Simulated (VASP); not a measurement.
**SnSe$_{2}$ (strained 1T (CdI2) bulk): a PBE single-point calculation in VASP**

INCAR

```
LWAVE = .FALSE.
LASPH = .TRUE.
ISMEAR = -1
LREAL = .FALSE.
IBRION = -1
EDIFF = 1E-7
PREC = Accurate
ENCUT = 520
NSW = 0
NELM = 120
ISIF = 2
GGA = PE
SIGMA = 0.02
LCHARG = .FALSE.
NBANDS = 20
```

KPOINTS

```
KPOINTS created by Atomic Simulation Environment
0
Gamma
12 12 4
0 0 0
```

KPOINTS_OPT

```
special points
8
Reciprocal
0.0000000000 0.0000000000 0.0000000000 1
0.5000000000 0.0000000000 0.0000000000 1
0.3333333333 0.3333333333 0.0000000000 1
0.0000000000 0.0000000000 0.5000000000 1
0.5000000000 0.0000000000 0.5000000000 1
0.3333333333 0.3333333333 0.5000000000 1
0.0000000000 0.1432290000 -0.1458330000 1
0.0000000000 0.4739580000 0.3645830000 1
```

POSCAR

```
Sn Se
 1.0000000000000000
     3.8251493298139603    0.0000000000000000    0.0000000000000000
    -1.9125746649069801    3.3126764928879098    0.0000000000000000
     0.0000000000000000    0.0000000000000000    6.4761622268999997
 Sn  Se
   1   2
Cartesian
  0.0000000000000000 -0.0000000000000000  0.0000000000000000
 -0.0000000000000000  2.2084509952586062  1.5806660989241677
  1.9125746649069799  1.1042254976293031  4.8954961279758313
```

VASP ran with the recommended PBE PAW datasets (26 valence electrons in the cell).

Command

```
mpirun -np 1 vasp_std
```

OSZICAR

```
N       E                     dE             d eps       ncg     rms          rms(c)
DAV:   1     0.205743618134E+03    0.20574E+03   -0.12092E+04  2816   0.143E+03
DAV:   2     0.116477660230E+02   -0.19410E+03   -0.18695E+03  2936   0.378E+02
DAV:   3    -0.112974347120E+02   -0.22945E+02   -0.22499E+02  3376   0.113E+02
DAV:   4    -0.120918493925E+02   -0.79441E+00   -0.79310E+00  3344   0.224E+01
DAV:   5    -0.121113978831E+02   -0.19548E-01   -0.19547E-01  3736   0.363E+00    0.492E+00
DAV:   6    -0.118624549873E+02    0.24894E+00   -0.51939E-01  4172   0.739E+00    0.317E+00
DAV:   7    -0.118451315509E+02    0.17323E-01   -0.15288E-01  3228   0.244E+00    0.100E+00
DAV:   8    -0.118450214058E+02    0.11015E-03   -0.12215E-02  3520   0.103E+00    0.273E-01
DAV:   9    -0.118455274081E+02   -0.50600E-03   -0.15015E-03  3100   0.298E-01    0.836E-02
DAV:  10    -0.118455387795E+02   -0.11371E-04   -0.11867E-04  3656   0.755E-02    0.333E-02
DAV:  11    -0.118455698615E+02   -0.31082E-04   -0.44838E-05  3044   0.372E-02    0.852E-03
DAV:  12    -0.118455699814E+02   -0.11995E-06   -0.25801E-06  3692   0.113E-02    0.639E-03
DAV:  13    -0.118455706687E+02   -0.68722E-06   -0.23591E-06  3016   0.806E-03    0.272E-03
DAV:  14    -0.118455707854E+02   -0.11674E-06   -0.48487E-08  2548   0.139E-03    0.124E-03
DAV:  15    -0.118455708507E+02   -0.65287E-07   -0.31064E-08  2380   0.125E-03
   1 F= -.11845571E+02 E0= -.11845571E+02  d E =-.258504E-09
       N       E                     dE             ncg
DAV:   1     0.331811462904E+04   -0.46868E+04      328
DAV:   2     0.175396727120E+04   -0.15641E+04      340
DAV:   3     0.154811281288E+04   -0.20585E+03      400
DAV:   4     0.154010861834E+04   -0.80042E+01      388
DAV:   5     0.153991994639E+04   -0.18867E+00      452
DAV:   6     0.153991741679E+04   -0.25296E-02      392
DAV:   7     0.153991727990E+04   -0.13689E-03      464
DAV:   8     0.153991727727E+04   -0.26355E-05      392
DAV:   9     0.153991727708E+04   -0.18255E-06      272
DAV:  10     0.153991727708E+04   -0.42728E-08      264
```

From OUTCAR

```
k-points           NKPTS =     69   k-points in BZ     NKDIM =     69   number of bands    NBANDS=     20

   NELECT =      26.0000    total number of electrons

   dimension x,y,z NGX =    28 NGY =   28 NGZ =   48
   dimension x,y,z NGXF=    56 NGYF=   56 NGZF=   96

  energy-cutoff  :      520.00
  volume of cell :       82.06
      direct lattice vectors                 reciprocal lattice vectors
     3.825149330  0.000000000  0.000000000     0.261427702  0.150935354  0.000000000
    -1.912574665  3.312676493  0.000000000     0.000000000  0.301870709  0.000000000
     0.000000000  0.000000000  6.476162227     0.000000000  0.000000000  0.154412438

 k-points in reciprocal lattice and weights: KPOINTS created by Atomic Simulation Env
   0.00000000  0.00000000  0.00000000       0.002
   0.08333333  0.00000000  0.00000000       0.010
   0.16666667  0.00000000  0.00000000       0.010
   0.25000000 -0.00000000  0.00000000       0.010
   0.33333333 -0.00000000  0.00000000       0.010
   0.41666667 -0.00000000  0.00000000       0.010
   0.50000000 -0.00000000  0.00000000       0.005
   0.08333333  0.08333333  0.00000000       0.010
   ...

 E-fermi :   3.8718

 k-point     1 :       0.0000    0.0000    0.0000
  band No.  band energies     occupation
      1     -17.6739      2.00000
      2     -17.6739      2.00000
      3     -17.6362      2.00000
      4     -17.6253      2.00000
      5     -17.6253      2.00000
      6     -10.1541      2.00000
      7      -8.6322      2.00000
      8      -2.4529      2.00000
      9       2.9959      2.00000
     10       2.9959      2.00000
     11       3.2145      2.00000
     12       3.3130      2.00000
     13       3.3130      2.00000
     14       4.5991      0.00000
     15       6.6237      0.00000
     16       8.1743      0.00000
     17       8.1743      0.00000
     18      11.2726      0.00000
     19      12.4900      0.00000
     20      12.4900      0.00000

 k-point     2 :       0.0833    0.0000    0.0000
  band No.  band energies     occupation
      1     -17.6766      2.00000
      2     -17.6713      2.00000
      3     -17.6343      2.00000
      4     -17.6270      2.00000
      5     -17.6251      2.00000
      6     -10.0870      2.00000
      7      -8.5870      2.00000
      8      -2.4425      2.00000
      9       2.2208      2.00000
     10       2.7126      2.00000
     11       2.8924      2.00000
     12       3.2899      2.00000
     13       3.4393      2.00000
     14       5.1789      0.00000
     15       7.0501      0.00000
     16       7.9438      0.00000
     17       8.3171      0.00000
     18      11.5290      0.00000
     19      11.7831      0.00000
     20      12.5976      0.00000

 k-point     3 :       0.1667    0.0000    0.0000
  band No.  band energies     occupation
      1     -17.6849      2.00000
      2     -17.6648      2.00000
      3     -17.6329      2.00000
      4     -17.6275      2.00000
      5     -17.6240      2.00000
      6      -9.8901      2.00000
      7      -8.4630      2.00000
      8      -2.4481      2.00000
      9       1.1008      2.00000
     10       2.1085      2.00000
     11       2.2545      2.00000
     12       3.2614      2.00000
     13       3.4944      2.00000
     14       5.7318      0.00000
     15       7.2481      0.00000
     16       8.3574      0.00000
     17       8.6408      0.00000
     18      10.8058      0.00000
     19      11.8561      0.00000
     20      12.6608      0.00000

 k-point     4 :       0.2500   -0.0000    0.0000
  band No.  band energies     occupation
      1     -17.6973      2.00000
      2     -17.6578      2.00000
      3     -17.6383      2.00000
      4     -17.6206      2.00000
      5     -17.6196      2.00000
      6      -9.5798      2.00000
      7      -8.2967      2.00000
      8      -2.5849      2.00000
      9       0.1979      2.00000
     10       1.3465      2.00000
     11       1.8103      2.00000
     12       3.1713      2.00000
     13       3.4398      2.00000
     14       5.4490      0.00000
     15       7.4314      0.00000
     16       8.9131      0.00000
     17       9.1018      0.00000
     18      10.1364      0.00000
     19      11.9099      0.00000
     20      12.6987      0.00000

 k-point     5 :       0.3333   -0.0000    0.0000
  band No.  band energies     occupation
      1     -17.7106      2.00000
      2     -17.6536      2.00000
      3     -17.6434      2.00000
      4     -17.6144      2.00000
      5     -17.6112      2.00000
      6      -9.1925      2.00000
      7      -8.1520      2.00000
      8      -2.9416      2.00000
      9      -0.3564      2.00000
     10       0.8624      2.00000
     11       1.4539      2.00000
     12       2.9483      2.00000
     13       3.3452      2.00000
     14       4.9656      0.00000
     15       7.4909      0.00000
     16       9.0082      0.00000
     17       9.2844      0.00000
     18       9.9231      0.00000
     19      12.4606      0.00000
     20      12.9340      0.00000

 k-point     6 :       0.4167   -0.0000    0.0000
  band No.  band energies     occupation
      1     -17.7205      2.00000
      2     -17.6521      2.00000
      3     -17.6469      2.00000
      4     -17.6083      2.00000
      5     -17.6049      2.00000
      6      -8.8050      2.00000
      7      -8.1056      2.00000
      8      -3.3418      2.00000
      9      -0.6877      2.00000
     10       0.7611      2.00000
     11       1.2261      2.00000
     12       2.6242      2.00000
     13       3.2673      2.00000
     14       4.6725      0.00000
     15       7.3896      0.00000
     16       8.9978      0.00000
     17       9.0973      0.00000
     18      10.0825      0.00000
     19      12.8324      0.00000
     20      13.5940      0.00000

 k-point     7 :       0.5000   -0.0000    0.0000
  band No.  band energies     occupation
      1     -17.7242      2.00000
      2     -17.6518      2.00000
      3     -17.6481      2.00000
      4     -17.6058      2.00000
      5     -17.6027      2.00000
      6      -8.6016      2.00000
      7      -8.1389      2.00000
      8      -3.5113      2.00000
      9      -0.8149      2.00000
     10       0.8034      2.00000
     11       1.1480      2.00000
     12       2.4477      2.00000
     13       3.2380      2.00000
     14       4.5848      0.00000
     15       7.3332      0.00000
     16       8.9824      0.00000
     17       9.0175      0.00000
     18      10.1511      0.00000
     19      13.1244      0.00000
     20      13.6459      0.00000

 k-point     8 :       0.0833    0.0833    0.0000
  band No.  band energies     occupation
      1     -17.6815      2.00000
      2     -17.6675      2.00000
      3     -17.6310      2.00000
      4     -17.6300      2.00000
      5     -17.6242      2.00000
      6      -9.9549      2.00000
      7      -8.5023      2.00000
      8      -2.4394      2.00000
      9       1.5252      2.00000
     10       1.8644      2.00000
     11       2.9102      2.00000
     12       3.1494      2.00000
     13       3.3783      2.00000
     14       5.6848      0.00000
     15       7.5927      0.00000
     16       7.7197      0.00000
     17       8.6279      0.00000
     18      11.1276      0.00000
     19      11.6752      0.00000
     20      12.5304      0.00000

 k-point     9 :       0.1667    0.0833    0.0000
  band No.  band energies     occupation
      1     -17.6908      2.00000
      2     -17.6621      2.00000
      3     -17.6348      2.00000
      4     -17.6265      2.00000
      5     -17.6196      2.00000
      6      -9.7006      2.00000
      7      -8.3561      2.00000
      8      -2.5079      2.00000
      9       0.6278      2.00000
     10       1.1915      2.00000
     11       2.3499      2.00000
     12       3.0091      2.00000
     13       3.3916      2.00000
     14       5.7626      0.00000
     15       7.6760      0.00000
     16       8.4015      0.00000
     17       8.9888      0.00000
     18      10.4956      0.00000
     19      11.3981      0.00000
     20      12.8453      0.00000

 k-point    10 :       0.2500    0.0833    0.0000
  band No.  band energies     occupation
      1     -17.7028      2.00000
      2     -17.6576      2.00000
      3     -17.6398      2.00000
      4     -17.6213      2.00000
      5     -17.6119      2.00000
      6      -9.3492      2.00000
      7      -8.1976      2.00000
      8      -2.7667      2.00000
      9      -0.0745      2.00000
     10       0.7842      2.00000
     11       1.7109      2.00000
     12       2.8548      2.00000
     13       3.2988      2.00000
     14       5.3640      0.00000
     15       7.8633      0.00000
     16       8.8110      0.00000
     17       9.3413      0.00000
     18      10.0075      0.00000
     19      11.6534      0.00000
     20      12.9125      0.00000

 ...

  Total        1.2345897      1.2345897      1.1431516      0.0000000      0.0000000      0.0000000
  in kB       24.1039440     24.1039440     22.3187192      0.0000000      0.0000000      0.0000000
  external PRESSURE =      23.5088691 kB  Pullay stress =       0.0000000 kB

 POSITION                                       TOTAL-FORCE (eV/Angst)
 -----------------------------------------------------------------------------------
      0.00000      0.00000      0.00000        -0.000000      0.000000      0.000000
      0.00000      2.20845      1.58067         0.000000     -0.000000      0.263170
      1.91257      1.10423      4.89550        -0.000000      0.000000     -0.263170
 -----------------------------------------------------------------------------------
    total drift:                                0.000000      0.000000     -0.000000

  FREE ENERGIE OF THE ION-ELECTRON SYSTEM (eV)
  ---------------------------------------------------
  free  energy   TOTEN  =       -11.8455708507 eV

  energy  without entropy=      -11.8455708504  energy(sigma->0) =      -11.84557085
```

The gap between bands v and c is 0.67 eV and the least direct gap is 1.16 eV. The pressure is 2.4 GPa and the largest force is 0.26 eV/Å.

Band v is the last that the valence electrons fill when counted band by band, and c is the next.

The run took about 78 s on one core of a shared host (Intel Xeon Platinum 8488C) and held 0.31 GiB at most.
